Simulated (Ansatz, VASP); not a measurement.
Two plane-wave programs on AlRu

```
Ru Al
1.0
     2.99160    0.00000    0.00000
     0.00000    2.99160    0.00000
     0.00000    0.00000    2.99160
Ru Al
1 1
Direct
  0.50000 0.50000 0.50000
  0.00000 0.00000 0.00000
```

Alike in both runs: functional PBE; k mesh 9 × 9 × 9; occupations fermi-dirac, width 0.05 eV; non-collinear spin, spin-orbit coupling.

```csv
,VASP,Ansatz
version,VASP 6.6.1,Ansatz 0.2.0
potentials or method,"VASP PAW PBE potentials, release 64 (Ru_pv, Al)",Ansatz PAW
plane-wave cutoff (eV),520,420
valence electrons in the cell,17,19
task,single point,band structure
```

|  | VASP | Ansatz | Ansatz less VASP |
| --- | --- | --- | --- |
| gap on the k mesh at the Fermi level (eV) | none | none | - |
| pressure (GPa) | 2.5 | 2.6 | +0.03 |
| net moment per atom (μB) | 0.00 | 0.00 | 0.000 |

A gap of «none» marks a metal or a gap that the smearing closes. The two sets of potentials don't hold the same shells in valence.
